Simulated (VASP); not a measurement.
# Ni2H (P-3m1) in VASP: a series of runs

The runs below take Ni2H through single point, with r2SCAN.

Everything below comes from runs of VASP 6.6.1. Logs are shortened: lines on timing, memory, paths and dates and some standing lists are left out, and cuts for length are marked.

### 1 The structure

The structure is trigonal, space group P-3m1 (No. 164). Conventional cell: a = 2.643 Å, b = 2.643 Å, c = 4.308 Å, α = 90.00°, β = 90.00°, γ = 120.00°. Around Ni (site symmetry 3m) lie 3 H at 1.83 Å. H (site symmetry -3m) is surrounded by 6 Ni at 1.83 Å.

### 2 Single point, r2SCAN, collinear spin, ferromagnetic start

Contents of INCAR:

```
SYSTEM = Ni2H
ADDGRID  = .FALSE.      
ALGO     = Normal         ! electronic algorithm
EDIFF    = 1E-6           ! SCF threshold, eV
ENCUT    = 280            ! plane-wave cutoff, eV
ISIF     = 2              ! what is computed and relaxed
ISMEAR   = 0              ! smearing method
ISPIN    = 2              ! spin polarisation
LASPH    = .TRUE.         ! aspherical terms in the spheres
LCHARG   = .FALSE.        ! write CHGCAR
LMAXMIX  = 4              ! l up to which the mixer works
LMIXTAU  = .TRUE.       
LORBIT   = 11             ! projections on sites
LREAL    = .FALSE.        ! projectors in reciprocal space
LWAVE    = .FALSE.        ! write WAVECAR
MAGMOM   = 1 1 0          ! initial moments
METAGGA  = R2SCAN         ! meta-GGA
NBANDS   = 22             ! bands
NELM     = 100            ! most SCF steps
PREC     = Accurate       ! precision mode
SIGMA    = 0.05           ! smearing width, eV
```

Contents of KPOINTS:

```
k-points
0
G
  4 4 2
  0 0 0
```

Contents of POSCAR:

```
Ni2H
1.0
    2.6430000000      0.0000000000      0.0000000000
   -1.3215000000      2.2889051422      0.0000000000
    0.0000000000      0.0000000000      4.3080000000
Ni H
2 1
Direct
    0.6666666667      0.3333333333      0.7670000000
    0.3333333333      0.6666666667      0.2330000000
    0.0000000000      0.0000000000      0.0000000000
```

Potentials or basis: VASP PAW PBE potentials, release 64 (Ni, H_s).

The run is started by

```bash
$ cat potpaw_PBE.64/Ni/POTCAR potpaw_PBE.64/H_s/POTCAR > POTCAR
$ mpirun -np 1 vasp_std > vasp.out
```

OUTCAR:

```text
SYSTEM = Ni2H
   EDIFF = 1E-6
   ENCUT = 280
   ISIF = 2
   ISMEAR = 0
   ISPIN = 2
   LASPH = .TRUE.
   LORBIT = 11
   LREAL = .FALSE.
   METAGGA = R2SCAN
   NELM = 100
   PREC = Accurate

 Found      8 irreducible k-points:

 Following reciprocal coordinates:
            Coordinates               Weight
  0.000000  0.000000  0.000000      1.000000
  0.250000  0.000000  0.000000      6.000000
  0.500000  0.000000  0.000000      3.000000
  0.250000  0.250000  0.000000      6.000000
  0.000000  0.000000  0.500000      1.000000
  0.250000  0.000000  0.500000      6.000000
   k-points           NKPTS =      8   k-points in BZ     NKDIM =      8   number of bands    NBANDS=     22
   number of dos      NEDOS =    301   number of ions     NIONS =      3
   total plane-waves  NPLWV =   4704
   dimension x,y,z NGX =    14 NGY =   14 NGZ =   24
   dimension x,y,z NGXF=    28 NGYF=   28 NGZF=   48
   ions per type =               2   1
   NGX,Y,Z   is equivalent  to a cutoff of   8.81,  8.81,  9.26 a.u.
   NGXF,Y,Z  is equivalent  to a cutoff of  17.61, 17.61, 18.52 a.u.
 SYSTEM =  Ni2H
   PREC   = accura    normal or accurate (medium, high low for compatibility)
   ISTART =      0    job   : 0-new  1-cont  2-samecut
   ICHARG =      2    charge: 1-file 2-atom 10-const
   ISPIN  =      2    spin polarized calculation?
   LNONCOLLINEAR =      F non collinear calculations
   LSORBIT =      F    spin-orbit coupling
   LASPH  =      T    aspherical Exc in radial PAW
   ENCUT  =  280.0 eV  20.58 Ry    4.54 a.u.   3.61  3.61  5.88*2*pi/ulx,y,z
   NELM   =    100;   NELMIN=  2; NELMDL= -5     # of ELM steps
   EDIFF  = 0.1E-05   stopping-criterion for ELM
   LREAL  =      F    real-space projection
   EDIFFG = 0.1E-04   stopping-criterion for IOM
   NSW    =      0    number of steps for IOM
   IBRION =     -1    ionic relax: 0-MD 1-quasi-New 2-CG
   NFREE  =      0    steps in history (QN), initial steepest desc. (CG)
   ISIF   =      2    stress and relaxation
   ISYM   =      2    0-nonsym 1-usesym 2-fastsym
   POTIM  = 0.5000    time-step for ionic-motion
   TEBEG  =    0.0;   TEEND  =   0.0 temperature during run
   PSTRESS=    0.0 pullay stress
   NELECT =      21.0000    total number of electrons
   NUPDOWN=      -1.0000    fix difference up-down
   EMIN   =  10.00;   EMAX   =-10.00  energy-range for DOS
   EFERMI =   0.00;   METHOD = LEGACY
   ISMEAR =     0;   SIGMA  =   0.05  broadening in eV -4-tet -1-fermi 0-gaus
   EFERMI_NEDOS =   21; number of points for ismear=-14 and -15
   IALGO  =     38    algorithm
   IMIX   =      4    mixing-type and parameters
     AMIX     =   0.40;   BMIX     =  1.00
     AMIX_MAG =   1.60;   BMIX_MAG =  1.00
  volume/ion in A,a.u.               =       8.69        58.62
  Fermi-wavevector in a.u.,A,eV,Ry     =   1.523401  2.878811 31.575750  2.320752
  Thomas-Fermi vector in A             =   2.631850
   LORBIT       =     11    0 simple, 1 ext, 2 COOP (PROOUT), +10 PAW based schemes
   METAGGA = R2SCAN    functional components
   LHFCALC =     F    Hartree Fock is set to
   AEXX    =    0.0000 exact exchange contribution
   IVDW    =     0    specifies the selected vdW correction
   LEPSILON=     F    determine dielectric tensor
   LRPA    =     F    only Hartree local field effects (RPA)
 spin polarized calculation
 Gauss-broadening in eV      SIGMA  =   0.05
  energy-cutoff  :      280.00
  volume of cell :       26.06
 maximum number of plane-waves:       300
   NGX =  7   NGY =  7   NGZ = 11

 number of electron      20.9999978 magnetization       1.1250069

 Free energy of the ion-electron system (eV)
  ---------------------------------------------------
  ext. energy  EPLUGINS =         0.00000000
  ---------------------------------------------------
  free energy    TOTEN  =       -26.90737515 eV

  energy without entropy =      -26.90328692  energy(sigma->0) =      -26.90533103

 E-fermi :   7.8729     XC(G=0): -13.6144

 val. band max:        7.8378727006   @ k =   0.2500   0.0000   0.5000
 cond. band min:       7.9035223711   @ k =   0.5000   0.0000   0.5000
 fundamental gap:      0.0656496704
 Fermi energy:         7.8729146266

 spin component 1

 k-point     1 :       0.0000    0.0000    0.0000
  band No.  band energies     occupation
      1      -3.5093      1.00000
      2       3.0654      1.00000
      3       5.1881      1.00000
      4       5.3384      1.00000
      5       5.3385      1.00000
      6       5.5875      1.00000
[... 14 lines left out ...]
     21      33.2063      0.00000
     22      35.8251      0.00000

 k-point     2 :       0.2500    0.0000    0.0000
  band No.  band energies     occupation
      1      -1.9596      1.00000
      2       3.8197      1.00000
      3       4.0045      1.00000
      4       4.9883      1.00000
      5       5.3370      1.00000
      6       5.6242      1.00000
[... 14 lines left out ...]
     21      32.9862      0.00000
     22      33.5403      0.00000

 k-point     3 :       0.5000    0.0000    0.0000
  band No.  band energies     occupation
      1       0.1370      1.00000
      2       3.3541      1.00000
      3       3.9268      1.00000
      4       5.1138      1.00000
      5       5.3826      1.00000
      6       5.4623      1.00000
[... 14 lines left out ...]
     21      32.0523      0.00000
     22      34.8673      0.00000

 k-point     4 :       0.2500    0.2500    0.0000
  band No.  band energies     occupation
      1      -0.0105      1.00000
      2       3.8153      1.00000
      3       4.3081      1.00000
      4       4.6202      1.00000
      5       5.2695      1.00000
      6       5.5806      1.00000
[... 14 lines left out ...]
     21      36.0164      0.00000
     22      37.5064      0.00000

 k-point     5 :       0.0000    0.0000    0.5000
  band No.  band energies     occupation
      1      -2.8630      1.00000
      2       1.6097      1.00000
      3       4.9163      1.00000
      4       5.1092      1.00000
      5       5.2943      1.00000
      6       5.2944      1.00000
[... 14 lines left out ...]
     21      33.3732      0.00000
     22      33.3733      0.00000

 k-point     6 :       0.2500    0.0000    0.5000
  band No.  band energies     occupation
      1      -1.5411      1.00000
      2       3.1140      1.00000
      3       4.4925      1.00000
      4       4.9113      1.00000
      5       5.1189      1.00000
      6       5.4022      1.00000
[... 14 lines left out ...]
     21      34.6909      0.00000
     22      36.5142      0.00000

 [... further k-points ...]

 spin component 2

 k-point     1 :       0.0000    0.0000    0.0000
  band No.  band energies     occupation
      1      -3.6529      1.00000
      2       3.7106      1.00000
      3       5.3161      1.00000
      4       6.1743      1.00000
      5       6.1747      1.00000
      6       6.4364      1.00000
[... 14 lines left out ...]
     21      33.2623      0.00000
     22      35.8639      0.00000

 k-point     2 :       0.2500    0.0000    0.0000
  band No.  band energies     occupation
      1      -2.0693      1.00000
      2       4.1928      1.00000
      3       4.7153      1.00000
      4       5.7006      1.00000
      5       6.1459      1.00000
      6       6.1874      1.00000
[... 14 lines left out ...]
     21      33.0505      0.00000
     22      33.5879      0.00000

 k-point     3 :       0.5000    0.0000    0.0000
  band No.  band energies     occupation
      1       0.1893      1.00000
      2       3.7140      1.00000
      3       4.6322      1.00000
      4       5.5769      1.00000
      5       5.8604      1.00000
      6       5.9998      1.00000
[... 14 lines left out ...]
     21      32.1288      0.00000
     22      34.9797      0.00000

 k-point     4 :       0.2500    0.2500    0.0000
  band No.  band energies     occupation
      1       0.0112      1.00000
      2       4.2297      1.00000
      3       5.0591      1.00000
      4       5.1296      1.00000
      5       5.7380      1.00000
      6       6.0693      1.00000
[... 14 lines left out ...]
     21      36.1332      0.00000
     22      37.6032      0.00000

 k-point     5 :       0.0000    0.0000    0.5000
  band No.  band energies     occupation
      1      -2.9877      1.00000
      2       1.5225      1.00000
      3       5.9820      1.00000
      4       6.0619      1.00000
      5       6.0623      1.00000
      6       6.2298      1.00000
[... 14 lines left out ...]
     21      33.5243      0.00000
     22      33.5245      0.00000

 k-point     6 :       0.2500    0.0000    0.5000
  band No.  band energies     occupation
      1      -1.6248      1.00000
      2       3.1129      1.00000
      3       5.2862      1.00000
      4       5.5626      1.00000
      5       6.1034      1.00000
      6       6.2914      1.00000
[... 14 lines left out ...]
     21      34.8001      0.00000
     22      36.6592      0.00000

 [... further k-points ...]

------------------------ aborting loop because EDIFF is reached ----------------------------------------

  FORCE on cell =-STRESS in cart. coord.  units (eV):
  Direction    XX          YY          ZZ          XY          YZ          ZX
  --------------------------------------------------------------------------------------
  -------------------------------------------------------------------------------------
  Total       -2.7542619     -2.7542619     -1.8141385      0.0000000     -0.0000000      0.0000000
  in kB     -169.3226905   -169.3226905   -111.5270923      0.0000000     -0.0000000      0.0000000
  external PRESSURE =    -150.0574911 kB  Pullay stress =       0.0000000 kB

 VOLUME and BASIS-vectors are now :
 -----------------------------------------------------------------------------
  energy-cutoff  :      280.00
  volume of cell :       26.06
      direct lattice vectors                 reciprocal lattice vectors
     2.643000000  0.000000000  0.000000000     0.378357927  0.218445051  0.000000000
    -1.321500000  2.288905142  0.000000000     0.000000000  0.436890102  0.000000000
     0.000000000  0.000000000  4.308000000     0.000000000  0.000000000  0.232126277

 POSITION                                       TOTAL-FORCE (eV/Angst)
 -----------------------------------------------------------------------------------
      1.32150      0.76297      3.30424        -0.000000     -0.000000     -1.201760
     -0.00000      1.52594      1.00376         0.000000      0.000000      1.201760
      0.00000      0.00000      0.00000        -0.000000      0.000000      0.000000
 -----------------------------------------------------------------------------------
    total drift:                               -0.000000      0.000000      0.000000

  FREE ENERGIE OF THE ION-ELECTRON SYSTEM (eV)
  ---------------------------------------------------
  free  energy   TOTEN  =       -26.9073751461 eV

  energy  without entropy=      -26.9032869159  energy(sigma->0) =      -26.90533103

 total charge

# of ion       s       p       d       tot
------------------------------------------
    1        0.426   0.462   8.366   9.254
    2        0.426   0.462   8.366   9.254
    3        0.705   0.081   0.000   0.785
--------------------------------------------------
tot          1.557   1.005  16.732  19.294

 magnetization (x)

# of ion       s       p       d       tot
------------------------------------------
    1       -0.008  -0.023   0.626   0.596
    2       -0.008  -0.023   0.626   0.596
    3        0.003  -0.006   0.000  -0.003
--------------------------------------------------
tot         -0.013  -0.052   1.253   1.188
```

Run time: 48 s. Hardware: 1 thread of Intel Xeon Platinum 8175M at 2.50GHz (Skylake/Cascade Lake), shared host; peak memory 0.12 GiB.

These settings aren't checked as converged: the numbers below hold their error.

Results:

```
Free energy                                           : -26.9074 eV
Largest force                                         : 1.202 eV/Å
Band gap on the k mesh                                : none (metal or under the smearing width)
Net moment                                            : 1.13 μB per cell
Site moments                                          : Ni +0.60; H -0.00 μB
Valence electrons inside the program's atomic spheres : Ni 9.25; H 0.79
```

Caveat: the k mesh is coarse (spacing up to 0.73 Å⁻¹), so the values aren't converged; the cutoff is under 1.25 times the usual one of these potentials, so pressure, stress and relaxed cells hold a basis-set (Pulay) error; the PAW data sets were made with another functional, which shifts forces and pressure a little.

### 3 Single point, r2SCAN, collinear spin, ferromagnetic start

INCAR, as its differences from that of step 2:

```diff
@@ -4,3 +4,3 @@
 EDIFF    = 1E-6           ! SCF threshold, eV
-ENCUT    = 280            ! plane-wave cutoff, eV
+ENCUT    = 460            ! plane-wave cutoff, eV
 ISIF     = 2              ! what is computed and relaxed
```

Contents of KPOINTS:

```
k-points
0
G
  3 3 2
  0 0 0
```

POSCAR is that of step 2.

Potentials or basis: VASP PAW PBE potentials, release 64 (Ni, H_s).

The run is started by

```bash
$ cat potpaw_PBE.64/Ni/POTCAR potpaw_PBE.64/H_s/POTCAR > POTCAR
$ mpirun -np 1 vasp_std > vasp.out
```

Wall time 54 s (1 thread of Intel Xeon Platinum 8175M at 2.50GHz (Skylake/Cascade Lake), shared host); peak memory 0.14 GiB.

These settings aren't checked as converged: the numbers below hold their error.

Results:

- Free energy: -27.1250 eV
- Pressure: -13.9 GPa
- Largest force: 0.614 eV/Å
- Band gap on the k mesh: none (metal or under the smearing width)
- Net moment: 1.44 μB per cell
- Site moments: Ni +0.74; H -0.01 μB
- Valence electrons inside the program's atomic spheres: Ni 9.26; H 0.78

Caveat: the k mesh is coarse (spacing up to 0.92 Å⁻¹), so the values aren't converged; the PAW data sets were made with another functional, which shifts forces and pressure a little.

### 4 Single point, r2SCAN, collinear spin, ferromagnetic start

INCAR, as its differences from that of step 3:

```diff
@@ -4,3 +4,3 @@
 EDIFF    = 1E-6           ! SCF threshold, eV
-ENCUT    = 460            ! plane-wave cutoff, eV
+ENCUT    = 340            ! plane-wave cutoff, eV
 ISIF     = 2              ! what is computed and relaxed
```

Contents of KPOINTS:

```
k-points
0
G
  4 4 2
  0 0 0
```

POSCAR is that of step 3.

The run is started by

```bash
$ cat potpaw_PBE.64/Ni/POTCAR potpaw_PBE.64/H_s/POTCAR > POTCAR
$ mpirun -np 1 vasp_std > vasp.out
```

It took 62 s on 1 thread of Intel Xeon Platinum 8175M at 2.50GHz (Skylake/Cascade Lake), shared host; peak memory 0.13 GiB.

The run converged, but some of its settings lie outside the range that counts as converged, so its numbers aren't taken as properties of the crystal.

Results:

```
Free energy                                           : -26.9176 eV
Pressure                                              : -14.1 GPa
Largest force                                         : 1.181 eV/Å
Band gap on the k mesh                                : none (metal or under the smearing width)
Net moment                                            : 1.13 μB per cell
Site moments                                          : Ni +0.59; H -0.00 μB
Valence electrons inside the program's atomic spheres : Ni 9.26; H 0.79
```

Caveat: the k mesh is coarse (spacing up to 0.73 Å⁻¹), so the values aren't converged; the PAW data sets were made with another functional, which shifts forces and pressure a little.

(Continued in part 2 of 2.)
